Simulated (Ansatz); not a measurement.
# CuO (Tenorite) under changes of volume

One of the cells (10.135 Å³/atom); the others are scaled copies at fixed shape and fractional positions:

```
Cu O
1.0
     2.34185   -1.71130    0.00000
     2.34185    1.71130    0.00000
    -0.85003    0.00000    5.05787
Cu O
2 2
Direct
  0.50000 0.00000 0.50000
  0.00000 0.50000 0.00000
  0.41840 0.58160 0.75000
  0.58160 0.41840 0.25000
```

| Item | Value |
| --- | --- |
| Program | Ansatz 0.2.0 |
| Functional | RPBE |
| Dispersion | D3(BJ) |
| Potentials or basis | Ansatz PAW |
| Cutoff | 420 eV (not typed: the program's choice for these potentials) |
| k mesh | 10 × 10 × 5 |
| Occupations | fermi-dirac, width 0.05 eV |
| Spin | no spin polarisation |

```tsv
volume (Å³/atom)	energy over the lowest point (meV/atom)	pressure (GPa)	largest force (eV/Å)
9.527	0.00	-0.7	0.080
9.730	3.62	-4.9	0.002
9.932	12.24	-8.6	0.070
10.135	25.24	-11.8	0.136
10.338	42.12	-14.7	0.197
10.540	?	?	?
10.743	85.73	-19.5	0.305
```

What does the run at 10.540 Å³/atom give?

Energy over the lowest point 62.42 meV/atom; pressure -17.3 GPa; largest force 0.253 eV/Å.

Worked out: A Birch-Murnaghan fit of order 3 (a polynomial in V^(-2/3)) to the other rows has its minimum at 9.49 Å³/atom, just outside them, with B0 = V·E''(V) = 212 GPa and B' = 4.8 at fixed shape and positions, which overstates the stiffness. It gives 62.37 meV/atom at 10.540 Å³/atom, against the run's 62.42, and -dE/dV = -17.3 GPa, against -17.3.

Energies are extrapolated to zero smearing.

Caveats: the run has no spin polarisation, though such a crystal can be magnetic; pairwise dispersion overbinds metals, which lowers pressure and volume; the PAW data sets come from PBE, with cores solved anew for the run's functional, which leaves a small shift of forces and pressure.
